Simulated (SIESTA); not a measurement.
The system is TiC.

```
CELL_PARAMETERS angstrom
0.00000 2.16572 2.16572
2.16572 0.00000 2.16572
2.16572 2.16572 0.00000
ATOMIC_POSITIONS crystal
Ti 0.00000 0.00000 0.00000
C 0.50000 0.50000 0.50000
```

The cell is a database's computed one.

Base run:

* Program: SIESTA 5.4.2
* Functional: vdW-DF-cx
* Potentials or basis: PseudoDojo 0.4 standard (PBE files)
* Basis: DZP (energy shift 0.003 Ry; two zetas on semicore shells)
* Grid cutoff: 800 Ry
* Energy shift: 0.003 Ry
* k mesh: 11 × 11 × 11
* Occupations: fermi-dirac, width 0.05 eV
* Spin: no spin polarisation

Its results: band gap on the k mesh none (metal or under the smearing width); pressure -3.8 GPa.

Q: After a change of settings the same cell gave: band gap on the k mesh none (metal or under the smearing width); pressure -11.1 GPa. Which change was it?
A. functional from vdW-DF-cx to AM05; potentials or basis from PseudoDojo 0.4 standard (PBE files) to PseudoDojo 0.4 standard (PBEsol files)
B. functional from vdW-DF-cx to LDA; potentials or basis from PseudoDojo 0.4 standard (PBE files) to PseudoDojo 0.4 standard (LDA files)
C. functional from vdW-DF-cx to PBEsol; potentials or basis from PseudoDojo 0.4 standard (PBE files) to PseudoDojo 0.4 standard (PBEsol files)
D. functional from vdW-DF-cx to BLYP

A: B.

Caveats: the basis of atomic orbitals isn't converged, which shifts pressures, moduli and gaps; the potentials were made for another functional, which shifts forces and pressure (some runs).

Not every run made on this cell is shown here.
